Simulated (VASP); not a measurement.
# SnO2 in VASP: further runs, part 2 of 2

VASP 6.6.1.

## (4) Single point, LDA

File INCAR:

```
SYSTEM = SnO2
ALGO     = Normal         ! electronic algorithm
DIPOL    = 0.5 0.5 0.500
EDIFF    = 1E-6           ! SCF threshold, eV
ENCUT    = 520            ! plane-wave cutoff, eV
GGA      = CA             ! functional
ICORELEVEL= 1            
IDIPOL   = 3            
ISIF     = 2              ! what is computed and relaxed
ISMEAR   = 0              ! smearing method
KPAR     = 4            
LASPH    = .TRUE.         ! aspherical terms in the spheres
LCHARG   = .FALSE.        ! write CHGCAR
LDIPOL   = .TRUE.       
LREAL    = Auto         
LVACPOTAV= .TRUE.       
LVHAR    = .TRUE.       
LWAVE    = .FALSE.        ! write WAVECAR
NCORE    = 2            
NELM     = 80             ! most SCF steps
PREC     = Accurate       ! precision mode
SIGMA    = 0.03           ! smearing width, eV
```

File KPOINTS:

```
k-points
0
G
  8 4 1
  0 0 0
```

File POSCAR:

```
SnO2                                    
1.0
    3.1959020000      0.0000000000      0.0000000000
    0.0000000000      6.6853594500      0.0000000000
    0.0000000000      0.0000000000     27.6214639200
  O               Sn            
    16     8
Direct
     0.0000000000000000    0.0000000000000000    0.2674313076928185
     0.5000000000000000    0.3141956909874426    0.3135143758046812
     0.5000000000000000    0.6858043090125576    0.3135143758046812
     0.0000000000000000    0.0000000000000000    0.3617228802248862
     0.0000000000000000    0.5000000000000000    0.3958275420230798
     0.5000000000000000    0.8044740350804565    0.4387383029177969
     0.5000000000000000    0.1955259649195434    0.4387383029177969
     0.0000000000000000    0.5000000000000000    0.4899961836772322
     0.0000000000000000    0.0000000000000000    0.5100038163227677
     0.5000000000000000    0.3044740350804566    0.5612616970822034
     0.5000000000000000    0.6955259649195435    0.5612616970822034
     0.0000000000000000    0.0000000000000000    0.6041724579769204
     0.0000000000000000    0.5000000000000000    0.6382771197751139
     0.5000000000000000    0.8141956909874424    0.6864856241953189
     0.5000000000000000    0.1858043090125575    0.6864856241953189
     0.0000000000000000    0.5000000000000000    0.7325686923071816
     0.0000000000000000    0.5000000000000000    0.3240097347468866
     0.5000000000000000    0.0000000000000000    0.3095527448267044
     0.0000000000000000    0.0000000000000000    0.4347588509669861
     0.5000000000000000    0.5000000000000000    0.4442186759015501
     0.0000000000000000    0.5000000000000000    0.5652411490330139
     0.5000000000000000    0.0000000000000000    0.5557813240984498
     0.0000000000000000    0.0000000000000000    0.6759902652531136
     0.5000000000000000    0.5000000000000000    0.6904472551732953
```

Potentials or basis: VASP PAW LDA potentials, release 64 (O, Sn_d).

Command:

```
cat potpaw_LDA.64/O/POTCAR potpaw_LDA.64/Sn_d/POTCAR > POTCAR
mpirun -np 8 vasp_std > vasp.out
```

OUTCAR:

```text
SYSTEM = SnO2
   EDIFF = 1E-6
   ENCUT = 520
   GGA = CA
   ISIF = 2
   ISMEAR = 0
   LASPH = .TRUE.
   LREAL = Auto
   NELM = 80
   PREC = Accurate

 ion  position               nearest neighbor table
   1  0.000  0.000  0.267-  18 1.98  18 1.98
   2  0.500  0.314  0.314-  17 2.04  17 2.04  18 2.10
   3  0.500  0.686  0.314-  17 2.04  17 2.04  18 2.10
   4  0.000  0.000  0.362-  19 2.02  18 2.15  18 2.15
   5  0.000  0.500  0.396-  17 1.98  20 2.08  20 2.08
   6  0.500  0.804  0.439-  20 2.04  19 2.07  19 2.07
   7  0.500  0.196  0.439-  20 2.04  19 2.07  19 2.07
[... 2087 lines left out ...]
  in kB      -22.3489949      4.7870525     -1.6526959      0.0000000      0.0000000      0.0000000
  external PRESSURE =      -6.4048794 kB  Pullay stress =       0.0000000 kB

 VOLUME and BASIS-vectors are now :
 -----------------------------------------------------------------------------
  energy-cutoff  :      520.00
  volume of cell :      590.15
      direct lattice vectors                 reciprocal lattice vectors
     3.195902000  0.000000000  0.000000000     0.312900708  0.000000000  0.000000000
     0.000000000  6.685359450  0.000000000     0.000000000  0.149580588  0.000000000
     0.000000000  0.000000000 27.621463920     0.000000000  0.000000000  0.036203729

 POSITION                                       TOTAL-FORCE (eV/Angst)
 -----------------------------------------------------------------------------------
      0.00000      0.00000      7.38684         0.000000      0.000000     -0.005362
      1.59795      2.10051      8.65973         0.000000     -0.006269     -0.001375
      1.59795      4.58485      8.65973         0.000000      0.006269     -0.001375
      0.00000      0.00000      9.99132         0.000000      0.000000      0.008129
      0.00000      3.34268     10.93334         0.000000      0.000000      0.015523
      1.59795      5.37820     12.11859         0.000000     -0.006736     -0.001836
[... 16 lines left out ...]
      0.00000      0.00000     18.67184         0.000000      0.000000     -0.011218
      1.59795      3.34268     19.07116         0.000000      0.000000      0.003826
 -----------------------------------------------------------------------------------
    total drift:                                0.000000     -0.000000     -0.000000

  FREE ENERGIE OF THE ION-ELECTRON SYSTEM (eV)
  ---------------------------------------------------
  free  energy   TOTEN  =      -165.4865529095 eV

  energy  without entropy=     -165.4865529095  energy(sigma->0) =     -165.48655291

 vacuum level on the upper side and lower side of the slab         6.857         6.857
```

It took 4.7 min on 8 MPI ranks of Intel Xeon Platinum 8488C (Sapphire Rapids), shared host; peak memory 0.53 GiB.

What came out:

```
Free energy                            : -165.4866 eV
Largest force                          : 0.016 eV/Å
Band gap on the k mesh                 : 0.94 eV, indirect (least direct gap 1.00 eV)
Ionisation potential of the upper face : 7.83 eV
```

Forces in eV/Å, atoms in the order of the input:
```
O    0.000  0.000 -0.005
O    0.000 -0.006 -0.001
O    0.000  0.006 -0.001
O    0.000  0.000  0.008
O    0.000  0.000  0.016
O    0.000 -0.007 -0.002
O    0.000  0.007 -0.002
O    0.000  0.000  0.000
O    0.000  0.000  0.000
O    0.000 -0.007  0.002
O    0.000  0.007  0.002
O    0.000  0.000 -0.016
O    0.000  0.000 -0.008
O    0.000 -0.006  0.001
O    0.000  0.006  0.001
O    0.000  0.000  0.005
Sn   0.000  0.000  0.011
Sn   0.000  0.000 -0.004
Sn   0.000  0.000 -0.008
Sn   0.000  0.000 -0.006
Sn   0.000  0.000  0.008
Sn   0.000  0.000  0.006
Sn   0.000  0.000 -0.011
Sn   0.000  0.000  0.004
```

Core levels (eV, on the scale of the bands):
```csv
atom,levels
1 O,1s -499.9
2 O,1s -501.8
3 O,1s -501.8
4 O,1s -500.9
5 O,1s -501.6
6 O,1s -501.3
```

Caveat: spin-orbit coupling is left out, which moves the levels of the heavy elements. Expect the measured gap to be larger: semilocal functionals such as LDA lack the derivative discontinuity.
